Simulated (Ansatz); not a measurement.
This log comes from Ansatz, run on MgS built on the wurtzite prototype. The cell was relaxed beforehand with r2SCAN.

The cell:
```
Mg S
1.0
     4.02863    0.00000    0.00000
    -2.01431    3.48889    0.00000
     0.00000    0.00000    6.45439
Mg S
2 2
Direct
  0.33333 0.66667 0.99713
  0.66667 0.33333 0.49713
  0.33333 0.66667 0.37787
  0.66667 0.33333 0.87787
```

The output, standing remarks left out:
```
Functional definition: PBE
Crystal: 4 atoms, lattice volume = 90.719 Å³
Basis set: ecut = 420 eV, 1785 PW (Γ)
Bands: 20, of which v1, the nominal top of the filled ones, is band 16 counted from 1 (15 counted from 0)
Symmetry: 12 space group operations
Space group: P63mc (ITA 186)
k-points: 14 of 72
preconditioner: auto → Resta (q_TF=auto, 2.293 Å⁻¹)  ε∞=3.5  [insulator: Δε(μ)=3.469 eV  ℏωp=15.6 eV]
SCF 1 converged in 6 iterations: F = -5657.470214 eV  dr2 = 8.02e-9
Free energy (F): -5657.470214 eV
Fermi energy:    3.229226 eV
--- Per-component energies (eV) ---
  E_band       = -739.888971
  E_kinetic    = 368.313789
  E_local      = -3773.107846
  E_nonlocal   = 247.172992
  E_hartree    = 1367.928478
  E_xc         = -254.254261
  E_vxc        = -252.280993
  E_paw        = -1785.521113
  E_vpaw       = -65.841413
  E_ewald      = -1828.002250
--- G₀W₀: ω_p = 22.0537 eV, 72 q-points, 341 empty bands' worth ---
    ik  band        ε_KS         Σx   Σc(E_QP)       V_xc       Z   E_QP_lin       E_QP  E_QP is
     0    15      3.1168   -18.0836     2.0148   -14.9052  0.7823     1.9424     1.9532  root
     0    16      3.2292   -18.2028     2.0520   -14.9815  0.7817     2.0490     2.0600  root
     0    17      6.7020    -6.4989    -3.5201   -10.3974  0.8222     7.0814     7.0804  root
     0    18      7.9693    -5.7447    -3.6845    -9.9773  0.8223     8.5195     8.5174  root
     1    15      2.9058   -18.0305     2.0954   -14.7383  0.7815     1.6973     1.7090  root
     1    16      2.9058   -18.0305     2.0954   -14.7383  0.7815     1.6973     1.7090  root
     1    17      8.1806    -6.4721    -3.7143   -10.6914  0.8174     8.6875     8.6856  root
     1    18      8.1806    -6.4721    -3.7143   -10.6914  0.8174     8.6875     8.6856  root
     2    15      3.0506   -18.1029     2.0467   -14.8816  0.7819     1.8649     1.8760  root
     2    16      3.1194   -18.1316     2.0741   -14.8757  0.7815     1.9263     1.9377  root
     2    17      7.6395    -7.0610    -3.6102   -11.1103  0.8157     8.0800     8.0787  root
     2    18      8.7149    -5.9315    -3.7974   -10.3300  0.8179     9.3187     9.3160  root
     3    15      2.7612   -17.9207     2.1337   -14.5706  0.7812     1.5325     1.5448  root
     3    16      2.7612   -17.9207     2.1337   -14.5706  0.7812     1.5325     1.5448  root
     3    17      8.7851    -6.2782    -3.7910   -10.5720  0.8145     9.2899     9.2880  root
     3    18      8.7851    -6.2782    -3.7910   -10.5720  0.8145     9.2899     9.2880  root
     4    15      2.7378   -17.7665     2.1444   -14.3976  0.7812     1.5008     1.5134  root
     4    16      2.8847   -18.0592     2.1111   -14.7475  0.7812     1.6723     1.6842  root
     4    17      8.2979    -4.9339    -3.6215    -9.0226  0.8233     8.7667     8.7651  root
     4    18      8.7102    -5.7079    -3.8104   -10.0689  0.8175     9.2630     9.2607  root
     5    15      2.5023   -17.7718     2.2104   -14.3095  0.7804     1.2369     1.2504  root
     5    16      2.5023   -17.7718     2.2104   -14.3095  0.7804     1.2369     1.2504  root
     5    17      8.2519    -4.9362    -3.6275    -8.9992  0.8226     8.6887     8.6874  root
     5    18      8.2519    -4.9362    -3.6275    -8.9992  0.8226     8.6887     8.6874  root
     6    15      2.3189   -17.2488     2.2121   -13.7681  0.7811     1.0361     1.0502  root
     6    16      2.7989   -18.0318     2.1422   -14.6762  0.7809     1.5732     1.5855  root
     6    17      8.0039    -4.5709    -3.5559    -8.5840  0.8264     8.4626     8.4612  root
     6    18      8.4487    -4.7744    -3.6268    -8.8282  0.8212     8.8771     8.8758  root
     7    15      2.4415   -17.6775     2.2433   -14.1700  0.7799     1.1634     1.1774  root
     7    16      2.4415   -17.6775     2.2433   -14.1700  0.7799     1.1634     1.1774  root
     7    17      7.9006    -4.8051    -3.5604    -8.7779  0.8246     8.3141     8.3129  root
     7    18      7.9006    -4.8051    -3.5604    -8.7779  0.8246     8.3141     8.3129  root
     8    15      2.7190   -17.8128     2.1379   -14.4532  0.7813     1.4849     1.4974  root
     8    16      2.8757   -17.9327     2.1235   -14.5994  0.7812     1.6537     1.6659  root
     8    17      8.7608    -6.9547    -3.8476   -11.3247  0.8104     9.2853     9.2832  root
     8    18      9.4488    -4.8012    -3.8421    -9.1621  0.8171     9.9697     9.9675  root
  […]
```

The points are ik 0 = (0, 0, 0) (Γ), ik 1 = (0, 0, -1/2), ik 2 = (0, 1/6, 0), ik 3 = (0, 1/6, -1/2), ik 4 = (0, 1/3, 0), ik 5 = (0, 1/3, -1/2), ik 6 = (0, -1/2, 0), ik 7 = (0, -1/2, -1/2), ik 8 = (1/6, 1/6, 0), ik 11 = (1/6, 1/3, -1/2), ik 12 = (1/3, 1/3, 0), ik 13 = (1/3, 1/3, -1/2); band 16 is the last filled one.

Q: Reconstruct the input.

A:
```yaml
crystal:
  # lattice and atoms as above
kpoints:
  mp_grid: { grid: [6, 6, 2] }
hamiltonian:
  xc: pbe
scf:
  occupations: { method: fixed }
gw:
  n_empty_bands: 341
  ecut_chi: 140
  qp_bands: [v2, c2]
  qp_kpoints: band_edges
  screening: { model: godby_needs }
```
The quasiparticle table needs the gw block. This is the file that was run; thresholds and some counts can't be read off the log exactly.

Command: `ansatz run input.yaml --threads 2 --pin off --max-ram 3686MiB --backend cpu --events-out ev --progress --plain --runs-dir out`. Wall time 5.9 min on 2 threads of Arm Neoverse V1, with other jobs on the host; peak host memory 1.2 GiB.

(Calculated; spin-unpolarised; the phase may be known or hypothetical.)
